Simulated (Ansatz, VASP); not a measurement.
# La: VASP beside Ansatz

```
La
1.0
     3.57141    0.00000    0.00000
    -1.78570    3.09293    0.00000
     0.00000    0.00000    5.86849
La
2
Cartesian
  0.0000 2.0620 1.4671
  1.7857 1.0310 4.4014
```

Alike in both runs: functional PBE; k mesh 12 × 12 × 7; occupations fermi-dirac, width 0.05 eV; no spin polarisation.

Ansatz relaxed the structure, and its values are those at the end. VASP's run is a single point on that final structure, the one shown.

```csv
,VASP,Ansatz
version,VASP 6.6.1,Ansatz 0.2.0
potentials or method,"VASP PAW PBE potentials, release 64 (La), cutoff 520 eV","all-electron LAPW, scalar-relativistic"
```

|  | VASP | Ansatz | Ansatz less VASP |
| --- | --- | --- | --- |
| pressure (GPa) | 4.5 | 4.4 | -0.05 |

Ansatz ran all-electron here, so the differences hold the error of VASP's frozen core and of both bases.

Spin-orbit coupling is left out, which matters for the levels of La.
